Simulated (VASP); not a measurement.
# KCl, energy along a vibration (SMASS = -2): which settings are enough?

KCl, atoms displaced along the mode, 2 atoms in the cell. LDA, energy along a line of displacements; PAW potentials K_pv, Cl (LDA set). VASP 6.6.1.

Wanted: harmonic frequency within 1 %.

Mode: optical mode at Gamma along x.

POSCAR:
```
KCl
1.0
    0.0000000000      3.1464700000      3.1464700000
    3.1464700000      0.0000000000      3.1464700000
    3.1464700000      3.1464700000      0.0000000000
K Cl
1 1
Direct
    0.0060452587     -0.0060452587     -0.0060452587
    0.4933325998      0.5066674002      0.5066674002

    0.0095106126   0.0000000000   0.0000000000
   -0.0104893874   0.0000000000   0.0000000000
```

The series start from k mesh: 4 × 4 × 4; Cutoff (eV): 340; Step along the mode (Å): 0.02; Electronic threshold (eV): 1e-7; Precision and projection: Accurate, reciprocal space; Extrapolation between steps (IWAVPR): 11. Each series keeps the choices made before it, and each single choice may use up half of a tolerance.

## k mesh

| k mesh | Harmonic frequency (THz) | Time (s) |
|---|---|---|
| 2 × 2 × 2 | 3.697 | 15 |
| 3 × 3 × 3 | 3.953 | 23 |
| 4 × 4 × 4 | 3.966 | 35 |
| 5 × 5 × 5 | 3.967 | 58 |
| 7 × 7 × 7 (reference) | 3.967 | 160 |

Chosen: 3 × 3 × 3, the loosest value from which every tighter one stays within half of the tolerance.

## Cutoff (eV)

| Cutoff (eV) | Harmonic frequency (THz) | Time (s) |
|---|---|---|
| 190 | 4.01 | 11 |
| 230 | 3.986 | 10 |
| 260 | 3.963 | 11 |
| 300 | 3.952 | 22 |
| 340 | 3.953 | 23 |
| 390 (reference) | 3.96 | 33 |

Chosen: 260.

## Electronic threshold (eV)

| Electronic threshold (eV) | Harmonic frequency (THz) | Time (s) |
|---|---|---|
| 0.001 | 3.903 | 6.1 |
| 0.0001 | 3.962 | 7.3 |
| 1e-5 | 3.963 | 8.5 |
| 1e-6 | 3.963 | 10 |
| 1e-7 | 3.963 | 11 |
| 1e-8 (reference) | 3.963 | 15 |

Chosen: 0.0001.

## Precision and projection

| Precision and projection | Harmonic frequency (THz) | Time (s) |
|---|---|---|
| Accurate, reciprocal space | 3.962 | 7.3 |
| Normal, reciprocal space | 4.032 | 6.2 |
| Normal, Auto | 4.008 | 8.0 |

Chosen: Accurate, reciprocal space; no other choice that stays within half of the tolerance saves 30 % of the time.

## Extrapolation between steps (IWAVPR)

| Extrapolation between steps (IWAVPR) | Harmonic frequency (THz) | Time (s) |
|---|---|---|
| 11 | 3.962 | 7.3 |
| 12 | 3.962 | 9.7 |
| 0 | 3.961 | 7.5 |

Chosen: 11.

## All choices together

| Input | Harmonic frequency (THz) | Time (s) |
|---|---|---|
| defaults on a coarse mesh (naive) | 4.104 | 5.1 |
| chosen settings | 3.962 | 7.3 |
| reference settings throughout | 3.987 | 230 |

The tolerance is met.

## The input

INCAR:
```
SYSTEM = KCl
  ALGO = Normal
  EDIFF = 1E-4
  ENCUT = 260
  GGA = CA
  IBRION = 0
  ISMEAR = 0
  ISYM = 0
  IWAVPR = 11
  KPAR = 2
  LASPH = .True.
  LCHARG = .False.
  LREAL = .False.
  LWAVE = .False.
  NELMIN = 4
  NSW = 9
  POTIM = 1
  PREC = Accurate
  SIGMA = 0.03
  SMASS = -2
```

KPOINTS:
```
Automatic mesh
0
Gamma
  3 3 3
  0 0 0
```

Commands:
```
cat potpaw_LDA.64/K_pv/POTCAR potpaw_LDA.64/Cl/POTCAR > POTCAR
mpirun -np 2 vasp_std > vasp.out
```

Limits: NELMIN = 4 forces that many electronic steps, so a loose EDIFF looks better here than it is.

The chosen input took VASP 6.6.1 7.3 s on 2 cores (Intel Xeon Platinum 8488C (Sapphire Rapids)), a shared host.
